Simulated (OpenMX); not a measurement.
# Ga: density of states with LDA-PW92

Crystal: Ga.

```
Ga
1.0
    -1.40262    1.40262    2.34164
     1.40262   -1.40262    2.34164
     1.40262    1.40262   -2.34164
Ga
1
Direct
  0.00000 0.00000 0.00000
```

This isn't the form of Ga at room conditions, which is orthorhombic.

The cell isn't the ideal one: volume scaled by 1.04.

```yaml
Program: OpenMX 3.8.5
Task: density of states
Functional: LDA-PW92
Potentials_or_basis: OpenMX 2013 LDA set, Ga7.0-s3p2d2f1, grid cutoff 500 Ry
k_mesh: 13 × 13 × 13
Occupations: fermi-dirac, width 0.05 eV
Spin: collinear spin, ferromagnetic start
Starting_moments: "[0.5] μB"
Mixing_scheme: rmm-diisk
SCF_threshold: 1e-08 Ha
Solver: band
Max_SCF_cycles: 100
k_mesh_for_the_DOS: 17 × 17 × 17
```

* Pressure: -3.6 GPa
* Band gap on the k mesh: none (metal or under the smearing width)
* Net moment: 0.00 μB per cell

Levels at points of the mesh, in eV from the Fermi level:
Spin up:
```
           k point  band 2  band 3  band 4  band 5  band 6  band 7  band 8  band 9  band 10  band 11
(0.00, 0.00, 0.00)  -14.82  -14.79  -14.79  -14.66  -11.16   12.31   12.73   12.73    17.47    19.11
```
Spin down:
| k point | band 4 | band 5 | band 6 | band 7 | band 8 | band 9 |
| --- | --- | --- | --- | --- | --- | --- |
| (0.00, 0.00, 0.00) | -14.79 | -14.66 | -11.16 | 12.31 | 12.73 | 12.73 |

States per cell in windows of 1 eV (zero at the Fermi level; states under -8 eV left out):
```csv
from (eV),up,down,Ga1_p,Ga1_s,Ga1_f,Ga1_d
-8.0,0.11,0.11,0.07,0.17,0.01,0.01
-7.0,0.14,0.14,0.10,0.19,0.01,0.00
-6.0,0.15,0.15,0.11,0.20,0.01,0.01
-5.0,0.17,0.17,0.10,0.22,0.01,0.01
-4.0,0.15,0.15,0.13,0.17,0.01,0.01
-3.0,0.16,0.16,0.20,0.10,0.00,0.02
-2.0,0.18,0.18,0.25,0.08,0.01,0.03
-1.0,0.21,0.21,0.28,0.08,0.02,0.04
0.0,0.18,0.18,0.24,0.06,0.03,0.04
1.0,0.21,0.21,0.27,0.06,0.04,0.06
2.0,0.23,0.23,0.28,0.04,0.05,0.08
3.0,0.23,0.23,0.28,0.03,0.07,0.08
4.0,0.27,0.27,0.31,0.03,0.10,0.09
5.0,0.26,0.26,0.31,0.02,0.12,0.08
6.0,0.26,0.26,0.30,0.02,0.13,0.08
7.0,0.24,0.24,0.28,0.01,0.13,0.06
```

Wall time 3.2 min on 1 thread of Intel(R) Xeon(R) 6975P-C (Granite Rapids), with other jobs on the host, peak memory 0.67 GiB.

Caveat: the basis of atomic orbitals isn't converged, which shifts pressures, moduli and gaps.
